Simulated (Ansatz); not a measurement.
## Squeezing Hf (simple hexagonal type)

```xyz
1
Lattice="2.9959 0.0000 0.0000 -1.4980 2.5945 0.0000 0.0000 0.0000 3.0057" Properties=species:S:1:pos:R:3 pbc="T T T"
Hf    0.0000    0.0000    0.0000
```

The cell comes from a relaxation on PAW files under the same functional, begun from a prototype that needn't be the stable phase.

Its volume is scaled, and at each volume shape and atoms are relaxed on PAW files; all methods then take that cell.

Level of theory: DFT with PBE, scalar-relativistic, in Ansatz 0.2.0; a Γ-centred 16×16×15 k mesh, Fermi–Dirac smearing of 0.1 eV, no spin polarisation. LAPW: all electrons, basis error target 1 meV/atom; PAW: frozen-core files, cutoff 420 eV; crystal datasets: all electrons, by PAW datasets that the program makes for each cell; norm-conserving: pseudopotentials, cutoff 1143 eV; PAW (cutoff 250 eV): frozen-core files, cutoff 250 eV.

Energies are extrapolated to zero smearing and count from the unscaled cell; pressure is positive in compression; gaps take the mesh and a band path. No temperature or zero-point motion is included.

Spin–orbit coupling is left out, which matters for the heavy atoms.

```csv
V/V0,V (Å³/atom),P LAPW (GPa),ΔE LAPW (eV/atom),P PAW − LAPW (GPa),ΔE PAW − LAPW (meV/atom),space group,shortest distance (Å)
1.00,23.36,0.01,0.000,-0.02,0.0,P6/mmm,2.996
0.88,20.56,14.27,0.111,-0.03,-0.4,P6/mmm,2.860
0.78,18.22,34.5,0.454,-0.04,-0.8,P6/mmm,2.729
0.68,15.89,68.9,1.183,-0.10,-1.7,P6/mmm,2.588
0.58,13.55,133.0,2.604,-0.24,-4.0,P6/mmm,2.443
0.50,11.68,229.1,?,-0.49,-8.0,P6/mmm,2.322
0.43,10.05,385.7,7.715,-1.07,-15.2,P6/mmm,2.212
```

(1) What belongs in the row "0.50", column "ΔE LAPW (eV/atom)"?

(2) Fit the Vinet equation to the LAPW pressures over the whole range, with residuals weighted by 1/(|P| + 0.03·Pmax).

(3) At the smallest volume, how far do crystal datasets and norm-conserving and PAW (cutoff 250 eV) lie from LAPW in pressure?

(4) How do the Löwdin populations by LAPW change from the unscaled cell to the last row?

Answers

(1) 4.659.

(2) V0 = 23.40 Å³/atom, B0 = 78.5 GPa and B0′ = 4.54, and the fit misses no point by more than 11 GPa. A fit over so wide a range pins B0 less well than one near rest.

(3) crystal datasets: 0.00 GPa; norm-conserving: -0.88 GPa; PAW (cutoff 250 eV): +19.44 GPa, on a LAPW pressure of 385.7 GPa.

(4) Hf 5s 1.95 → 1.82, Hf 6s 0.84 → 0.46, Hf 5p 5.97 → 5.76, Hf 5d 3.18 → 3.98, Hf 4f 14.00 → 13.96 electrons an atom. These are projections on the shells that the free atoms fill; 0.06 e a cell lies outside them at the start and 0.03 e at the end.
